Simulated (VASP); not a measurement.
Wanted: the native input for a VASP 6.6.1 run.

| Item | Value |
| --- | --- |
| Task | band structure |
| Functional | PBE0 |
| Potentials or basis | VASP PAW PBE potentials, release 64 (Ba_sv, Ti_sv, O) |
| Cutoff | 520 eV |
| k mesh | 4 × 4 × 4 |
| Occupations | gaussian, width 0.02 eV |
| Spin | no spin polarisation |
| Ladder | gaps |
| Grid for exact exchange (PRECFOCK) | Fast |
| Exchange at q = 0 | truncated |
| Further INCAR settings | ALGO = Normal; EDIFF = 1e-06 |

BaTiO3:

```
CELL_PARAMETERS angstrom
4.00600 0.00000 0.00000
0.00000 4.00600 0.00000
0.00000 0.00000 4.00600
ATOMIC_POSITIONS crystal
Ba 0.50000 0.50000 0.50000
Ti 0.00000 0.00000 0.00000
O 0.00000 0.00000 0.50000
O 0.00000 0.50000 0.00000
O 0.50000 0.00000 0.00000
```

The input as run:

POSCAR

```
BaTiO3
1.0
    4.0060000000      0.0000000000      0.0000000000
    0.0000000000      4.0060000000      0.0000000000
    0.0000000000      0.0000000000      4.0060000000
Ba Ti O
1 1 3
Direct
    0.5000000000      0.5000000000      0.5000000000
    0.0000000000      0.0000000000      0.0000000000
    0.0000000000      0.0000000000      0.5000000000
    0.0000000000      0.5000000000      0.0000000000
    0.5000000000      0.0000000000      0.0000000000
```

INCAR.step1

```
SYSTEM = BaTiO3
PREC = Accurate ; ENCUT = 520
EDIFF = 1E-5 ; ISMEAR = 0
SIGMA = 0.02 ; LREAL = .False.
LASPH = .True. ; NELM = 100
ALGO = Normal ; ISIF = 2
LWAVE = .True. ; LCHARG = .False.
LMAXMIX = 4 ; GGA = PE
KPAR = 4
```

INCAR.step2

```
SYSTEM = BaTiO3
PREC = Accurate ; ENCUT = 520
EDIFF = 1E-6 ; ISMEAR = 0
SIGMA = 0.02 ; LREAL = .False.
LASPH = .True. ; NELM = 100
ALGO = Normal ; ISIF = 2
LWAVE = .False. ; LCHARG = .False.
LMAXMIX = 4 ; GGA = PE
LHFCALC = .True. ; AEXX = 0.25
PRECFOCK = Fast ; HFRCUT = -1
ISTART = 1 ; KPAR = 4
```

KPOINTS

```
regular mesh
0
Gamma
  4 4 4
  0 0 0
```

KPOINTS_OPT

```
path GXMGRX,MR
12
line-mode
reciprocal
 0.0000000000  0.0000000000  0.0000000000  G
 0.0000000000  0.5000000000  0.0000000000  X

 0.0000000000  0.5000000000  0.0000000000  X
 0.5000000000  0.5000000000  0.0000000000  M

 0.5000000000  0.5000000000  0.0000000000  M
 0.0000000000  0.0000000000  0.0000000000  G

 0.0000000000  0.0000000000  0.0000000000  G
 0.5000000000  0.5000000000  0.5000000000  R

 0.5000000000  0.5000000000  0.5000000000  R
 0.0000000000  0.5000000000  0.0000000000  X

 0.5000000000  0.5000000000  0.0000000000  M
 0.5000000000  0.5000000000  0.5000000000  R
```

Potentials or basis: VASP PAW PBE potentials, release 64 (Ba_sv, Ti_sv, O).

Command:

```bash
$ cat potpaw_PBE.64/Ba_sv/POTCAR potpaw_PBE.64/Ti_sv/POTCAR potpaw_PBE.64/O/POTCAR > POTCAR
$ cp INCAR.step1 INCAR
$ mpirun -np 4 vasp_std > vasp.out
$ cp INCAR.step2 INCAR
$ mpirun -np 4 vasp_std > vasp.out
```

Results of the run:

The pressure is -2.3 GPa, the band gap on the k mesh is 3.86 eV, indirect (least direct gap 3.98 eV) and the band gap along the path is 3.86 eV, indirect (least direct gap 3.98 eV).

Caveat: the PAW data sets were made with another functional, which shifts forces and pressure a little; spin-orbit coupling is left out, which moves the levels of the heavy elements.

Run time: 16 min on 4 MPI ranks on Intel(R) Xeon(R) 6975P-C (Granite Rapids) (shared host), peak memory 0.22 GiB a rank.
